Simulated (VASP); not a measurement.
## VASP 6.6.1 run: Mg2Ge

INCAR

```
ISIF = 2
LREAL = .FALSE.
LWAVE = .FALSE.
EDIFF = 1E-7
ISMEAR = -5
SIGMA = 0.3
NSW = 0
PREC = Accurate
ENCUT = 520
LASPH = .TRUE.
NBANDS = 16
GGA = PE
LCHARG = .FALSE.
NELM = 120
IBRION = -1
```

KPOINTS

```
KPOINTS created by Atomic Simulation Environment
0
Gamma
8 8 8
0 0 0
```

POSCAR

```
Ge Mg
 1.0000000000000000
     0.0000000000000000    3.2785942747000001    3.2785942747000001
     3.2785942747000001    0.0000000000000000    3.2785942747000001
     3.2785942747000001    3.2785942747000001    0.0000000000000000
 Ge  Mg
   1   2
Cartesian
  0.0000000000000000  0.0000000000000000  0.0000000000000000
  1.6392971373500000  1.6392971373500000  1.6392971373500000
  4.9178914120500004  4.9178914120500004  4.9178914120500004
```

The recommended PBE PAW datasets give the neutral cell 18 valence electrons.

Command

```
mpirun -np 1 vasp_std
```

OSZICAR

```
N       E                     dE             d eps       ncg     rms          rms(c)
DAV:   1     0.849481446378E+02    0.84948E+02   -0.87500E+03  1008   0.182E+03
DAV:   2     0.305054510334E+01   -0.81898E+02   -0.78851E+02   992   0.408E+02
DAV:   3    -0.846973658521E+01   -0.11520E+02   -0.11484E+02  1144   0.909E+01
DAV:   4    -0.879251568035E+01   -0.32278E+00   -0.32272E+00  1152   0.155E+01
DAV:   5    -0.879961964164E+01   -0.71040E-02   -0.71039E-02  1192   0.255E+00    0.312E+00
DAV:   6    -0.839027217052E+01    0.40935E+00   -0.48107E-01  1136   0.354E+00    0.159E+00
DAV:   7    -0.831462491336E+01    0.75647E-01   -0.24963E-01  1168   0.303E+00    0.550E-01
DAV:   8    -0.831572845965E+01   -0.11035E-02   -0.21890E-02  1200   0.211E+00    0.116E-01
DAV:   9    -0.831544011436E+01    0.28835E-03   -0.22695E-03  1224   0.770E-01    0.352E-02
DAV:  10    -0.831546110725E+01   -0.20993E-04   -0.11821E-04  1112   0.698E-02    0.115E-02
DAV:  11    -0.831547400309E+01   -0.12896E-04   -0.25680E-05  1040   0.385E-02    0.472E-03
DAV:  12    -0.831547387662E+01    0.12647E-06   -0.26535E-06  1192   0.197E-02    0.156E-03
DAV:  13    -0.831547378550E+01    0.91128E-07   -0.29110E-07  1032   0.341E-03
   1 F= -.83154738E+01 E0= -.83154738E+01  d E =0.000000E+00
```

From OUTCAR

```
k-points           NKPTS =     29   k-points in BZ     NKDIM =     29   number of bands    NBANDS=     16

   NELECT =      18.0000    total number of electrons

   dimension x,y,z NGX =    36 NGY =   36 NGZ =   36
   dimension x,y,z NGXF=    72 NGYF=   72 NGZF=   72

  energy-cutoff  :      520.00
  volume of cell :       70.48
      direct lattice vectors                 reciprocal lattice vectors
     0.000000000  3.278594275  3.278594275    -0.152504384  0.152504384  0.152504384
     3.278594275  0.000000000  3.278594275     0.152504384 -0.152504384  0.152504384
     3.278594275  3.278594275  0.000000000     0.152504384  0.152504384 -0.152504384

 k-points in reciprocal lattice and weights: KPOINTS created by Atomic Simulation Env
   0.00000000  0.00000000  0.00000000       0.002
   0.12500000  0.00000000  0.00000000       0.016
   0.25000000  0.00000000  0.00000000       0.016
   0.37500000  0.00000000  0.00000000       0.016
   0.50000000  0.00000000  0.00000000       0.008
   0.12500000  0.12500000  0.00000000       0.012
   0.25000000  0.12500000  0.00000000       0.047
   0.37500000  0.12500000  0.00000000       0.047
   ...

 E-fermi :   3.0653

 k-point     1 :       0.0000    0.0000    0.0000
  band No.  band energies     occupation
      1     -20.6766      2.00000
      2     -20.6766      2.00000
      3     -20.6766      2.00000
      4     -20.6620      2.00000
      5     -20.6620      2.00000
      6      -6.3546      2.00000
      7       3.0582      2.00000
      8       3.0582      2.00000
      9       3.0582      2.00000
     10       3.6592      0.00000
     11       5.7148      0.00000
     12       5.7148      0.00000
     13       5.7148      0.00000
     14       8.4618      0.00000
     15       9.0104      0.00000
     16       9.0104      0.00000

 k-point     2 :       0.1250    0.0000    0.0000
  band No.  band energies     occupation
      1     -20.6766      2.00000
      2     -20.6765      2.00000
      3     -20.6765      2.00000
      4     -20.6619      2.00000
      5     -20.6619      2.00000
      6      -6.2368      2.00000
      7       1.6964      2.00000
      8       2.9071      2.00000
      9       2.9071      2.00000
     10       4.3576      0.00000
     11       5.9776      0.00000
     12       5.9776      0.00000
     13       6.0605      0.00000
     14       8.2167      0.00000
     15       8.2167      0.00000
     16       9.0396      0.00000

 k-point     3 :       0.2500    0.0000    0.0000
  band No.  band energies     occupation
      1     -20.6765      2.00000
      2     -20.6762      2.00000
      3     -20.6762      2.00000
      4     -20.6619      2.00000
      5     -20.6619      2.00000
      6      -5.9097      2.00000
      7       0.1502      2.00000
      8       2.6310      2.00000
      9       2.6310      2.00000
     10       4.1346      0.00000
     11       6.1601      0.00000
     12       6.1601      0.00000
     13       7.4397      0.00000
     14       8.1478      0.00000
     15       8.1478      0.00000
     16       8.5641      0.00000

 ...

  Total       -1.2717018     -1.2717018     -1.2717018      0.0000000      0.0000000     -0.0000000
  in kB      -28.9069890    -28.9069890    -28.9069890      0.0000000      0.0000000     -0.0000000
  external PRESSURE =     -28.9069890 kB  Pullay stress =       0.0000000 kB

 POSITION                                       TOTAL-FORCE (eV/Angst)
 -----------------------------------------------------------------------------------
      0.00000      0.00000      0.00000         0.000000      0.000000     -0.000000
      1.63930      1.63930      1.63930         0.000000      0.000000      0.000000
      4.91789      4.91789      4.91789        -0.000000     -0.000000     -0.000000
 -----------------------------------------------------------------------------------
    total drift:                               -0.000000      0.000000      0.000000

  FREE ENERGIE OF THE ION-ELECTRON SYSTEM (eV)
  ---------------------------------------------------
  free  energy   TOTEN  =        -8.3154737855 eV

  energy  without entropy=       -8.3154737855  energy(sigma->0) =       -8.31547379
```

It converged. Results: gap between bands v and c on the k mesh 0.21 eV; least direct gap on the k mesh 0.60 eV; pressure -2.9 GPa. Band v is the last that the valence electrons fill when counted band by band, and c is the next.

For comparison, a separate PBE run of the intended cell, on usual settings and not on those above, gives a gap of 0.21 eV on its mesh and a pressure of -2.9 GPa.

The run above took about 23 s on one core of a shared host (Intel Xeon Platinum 8488C) and held 0.21 GiB at most.
